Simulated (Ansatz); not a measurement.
# ZrB: the cost of one run

Program: Ansatz 0.2.0. Level of theory: DFT PBE, scalar-relativistic, plane waves, PAW, unless a step names another level. These are calculated values, not measurements.

7 further runs of the same task are left out: 7 set aside as unsound or not needed.

## (1) The formula and the candidates

Pauling electronegativities: Zr 1.33, B 2.04 (spread 0.71). The formula balances with common oxidation states: Zr +3, B -3, a formal count that means little at so small a spread. Tabulated atomic sizes suggest about 12 Å³/atom. 27 candidates were drawn, by swapping species into database cells of other compounds, at random by space group and Wyckoff sites, or by hand, as the table says:

```csv
name,made from,space group no.,Wyckoff sites,atoms (primitive cell),V (Å³/atom)
c01,database cell of LiBi,123,Zr 1d; B 1a,2,13.9
c02,random,105,Zr 2b; B 2c,4,14.6
c03,database cell of HgS,154,Zr 3b; B 3a,6,11.5
c04,random,123,Zr 1c; B 1d,2,14.9
c05,random,65,Zr 2a; B 2c,2,15.0
c06,database cell of IrPb,194,Zr 2c; B 2a,4,10.5
c07,database cell of TePt,166,Zr 6c; B 6c,4,11.5
c08,random,186,Zr 2b; B 2b,4,12.2
c09,random,63,Zr 4c; B 4c,4,14.3
c10,random,69,Zr 8i; B 8h,4,14.9
c11,random,221,Zr 1a; B 1b,2,14.9
c12,database cell of SnPd,62,Zr 4c; B 4c,8,10.8
c13,random,187,Zr 1e; B 1d,2,15.0
c14,database cell of ScPt,221,Zr 1b; B 1a,2,12.5
c15,database cell of BaTe,225,Zr 4a; B 4b,2,13.6
c16,database cell of MnNi,123,Zr 1a; B 1d,2,12.8
c17,database cell of VIr,65,"Zr 4j, 2d, 2c; B 8p",8,12.1
c18,random,65,Zr 2b; B 2c,2,13.2
c19,random,69,Zr 4a; B 4b,2,14.2
c20,database cell of HgS,152,Zr 3a; B 3b,6,11.6
c21,random,10,"Zr 1g, 1d; B 2j",4,13.5
c22,random,187,Zr 1b; B 1d,2,12.2
c23,random,191,Zr 1b; B 1a,2,12.1
c24,database cell of LiIr,187,Zr 1f; B 1c,2,12.8
c25,random,139,Zr 2a; B 2b,2,15.0
c26,random,166,Zr 3a; B 3b,2,12.8
c27,random,12,Zr 2d; B 2a,2,14.2
```

## (2) Screening run of c07

input.yaml reads:

```yaml
crystal:
  lattice:
    - [1.56231142, 0.90200092, 5.44338837]
    - [-1.56231142, 0.90200092, 5.44338837]
    - [0.0, -1.80400184, 5.44338837]
  atoms:
    - { symbol: Zr, position: [0.90462989, 0.90462989, 0.90462989] }
    - { symbol: Zr, position: [0.09537011, 0.09537011, 0.09537011] }
    - { symbol: B, position: [0.63059133, 0.63059133, 0.63059133] }
    - { symbol: B, position: [0.36940867, 0.36940867, 0.36940867] }
basis:
  ecutwfc: 420
kpoints:
  mp_grid: { grid: [7, 7, 7] }
hamiltonian:
  xc: pbe
scf:
  occupations: { method: gaussian, width: 0.2 }
  lower_state_search: "off"
output:
  forces: true
  stress: true
  eigenvalues: true
relax:
  adjacent_minimum: "off"
  f_tol: 0.08
  max_steps: 16
  cell: { stress_tol: 0.8 }
```

Run with:

```bash
$ ansatz run input.yaml --threads 1 --pin off --max-ram 2560MiB --backend cpu --events-out ev --progress --plain --runs-dir out
```

Q: Estimate wall time and peak memory on 1 thread of Arm Neoverse V2, shared host.

About 18 s, with a peak of 0.35 GiB.
